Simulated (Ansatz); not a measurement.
**Hf (Im-3m): from the listed cell to zero pressure**

Aim: the volume at which the pressure of Hf (Im-3m) vanishes. The run doesn't test whether this is the element's stable form.

This is Hf in the bcc structure; at room conditions it is hcp.

Method: DFT PBE, scalar-relativistic, plane waves, PAW, in Ansatz 0.2.0.

## Step 1: The starting structure

The structure is cubic, space group Im-3m (No. 229). Conventional cell: a = 3.610 Å, b = 3.610 Å, c = 3.610 Å, α = 90.00°, β = 90.00°, γ = 90.00°. Around Hf (site symmetry m-3m) lie 8 Hf at 3.13 Å.

Structure file:

```xyz
1
Lattice="-1.8050 1.8050 1.8050 1.8050 -1.8050 1.8050 1.8050 1.8050 -1.8050" Properties=species:S:1:pos:R:3 pbc="T T T"
Hf    0.0000    0.0000    0.0000
```

## Step 2: First run, at the start cell

input.yaml

```yaml
crystal:
  lattice:
    - [-1.805, 1.805, 1.805]
    - [1.805, -1.805, 1.805]
    - [1.805, 1.805, -1.805]
  atoms:
    - { symbol: Hf, position: [0.0, 0.0, 0.0] }
basis:
  ecutwfc: 420
  ecutrho_ratio: 4
kpoints:
  mp_grid: { grid: [18, 18, 18] }
hamiltonian:
  xc: pbe
scf:
  occupations: { method: gaussian, width: 0.05 }
output:
  forces: true
  stress: true
  eigenvalues: true
```

On the command line:

```sh
> ansatz run input.yaml --threads 1 --pin off --max-ram 2560MiB --backend cpu --events-out ev --progress --plain --runs-dir out
```

Further steps of the session: Volume adjusted, run 2; Next volume, run 3.

Q: Predict the outcome of this session. Wanted: volume; pressure; conventional cell; gap on the mesh.

As calculated:

| quantity | value |
| --- | --- |
| volume | 22.310 Å³/atom |
| pressure | -0.05 GPa |
| conventional cell | a = 3.547 Å, b = 3.547 Å, c = 3.547 Å, α = 90.00°, β = 90.00°, γ = 90.00° |
| gap on the mesh | none (metal) |

**Reading.** The volume went from 23.52 to 22.31 Å³/atom (-5.2 %), where 0.05 GPa is left. Spin–orbit coupling is left out, though the cell holds Hf; in elements this heavy it can shift levels and gaps by tenths of an eV.
